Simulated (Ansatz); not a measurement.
Ligand exchange: CH3I + C2H3IO → I2 + C3H6O

Species: CH3I (methyl iodide) `CI`, singlet; C2H3IO (acetyl iodide) `CC(=O)I`, singlet; I2 (iodine), singlet; C3H6O (acetone) `CC(C)=O`, singlet. The partners trade CH3 for I: I–CH3 and C–I bonds give way to I–I and C–CH3.

Shapes, held fixed at every level: PBE0-D4/def2-TZVP. Programs: Ansatz 0.2.0. The zero-point and thermal change to 298 K, harmonic and unscaled (PBE0-D4/def2-TZVP), is +3.3 kJ/mol.

**The experiment to reproduce.** Tabulated heats of formation (Active Thermochemical Tables, CRC Handbook of Chemistry and Physics): CH3I +15.0 (ATcT); C2H3IO -126.4 (CRC); I2 +62.4 (ATcT); C3H6O -216.1 (ATcT) kJ/mol, which give ΔH(298 K) = -42.2 kJ/mol.

```
             level                   kind  ΔH (kJ/mol)  computed − measured
       HF/def2-SVP           Hartree–Fock        -69.1                -26.9
 PBE-D4/def2-TZVPP                    GGA        -22.3                +19.9
PBE0-D4/def2-TZVPP          global hybrid        -35.6                 +6.7
 B2PLYP/def2-TZVPP          double hybrid        -28.1                +14.1
  CCSD(T)/def2-SVP  coupled cluster or CI        -39.6                 +2.6
     CCSD/def2-SVP  coupled cluster or CI        -47.3                 -5.1
   CCSD/def2-TZVPP  coupled cluster or CI        -33.0                 +9.2
CCSD(T)/def2-TZVPP  coupled cluster or CI        -24.0                +18.2
```

Nearest: CCSD(T)/def2-SVP (+2.6); farthest: HF/def2-SVP (-26.9). 4 of 8 levels lie within 10 kJ/mol. The heats of C2H3IO come from older tables and can be uncertain by 10 kJ/mol or more. For atoms past krypton def2 sets carry core potentials with scalar relativity. Outer-core shells of I are correlated in most correlated rows, in sets that cover them unevenly.
